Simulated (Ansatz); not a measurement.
Si, DFT, LDA, all-electron LAPW, scalar-relativistic (Ansatz 0.2.0), run on 1 thread of Arm Neoverse V1 on a shared host.

The geometry is COD entry 9011656, unchecked; take it as a test cell. The listed cell was then made from it by scaling, straining or moving an atom.

Command: `ansatz run input.yaml --threads 1 --pin off --max-ram 3072MiB --backend cpu --events-out ev --progress --plain --runs-dir out`

```yaml
crystal:
  lattice:
    - [-2.3056525, 2.38314, 1.2732375]
    - [2.2674025, -2.42139, 1.2767625]
    - [2.2345975, 2.35386, -1.3442925]
  atoms:
    - { symbol: Si, position: [0.807, 0.557, 0.25] }
    - { symbol: Si, position: [0.193, 0.443, 0.75] }
kpoints:
  mp_grid: { grid: [16, 16, 16] }
  band_path:
    path:
      - [0.0, 0.0, 0.0]
      - [-0.5, 0.5, 0.0]
      - [0.0, 0.0, -0.5]
      - [0.0, 0.0, 0.0]
      - [0.0, -0.5, 0.5]
      - [-0.5, 0.0, 0.0]
      - [0.0, 0.0, 0.0]
      - [0.0, -0.5, 0.0]
      - [-0.5, 0.0, 0.5]
    npoints: 5
scf:
  occupations: { method: fermi_dirac, width: 0.05 }
hamiltonian:
  xc: lda
  pseudopotentials: { kind: all_electron, lapw: { basis_error: 0.0005 } }
output:
  forces: true
  stress: true
  eigenvalues: true
```

Question: How large is the problem that the program sets up?

Answer: 2052 irreducible k-points, 229 plane waves at Γ, 16 bands.

Question: Estimate the wall time and the peak memory.

Answer: 3.3 min of wall time for 7 SCF iterations, with a peak of 1.9 GiB. Times on shared machines scatter by tens of per cent.
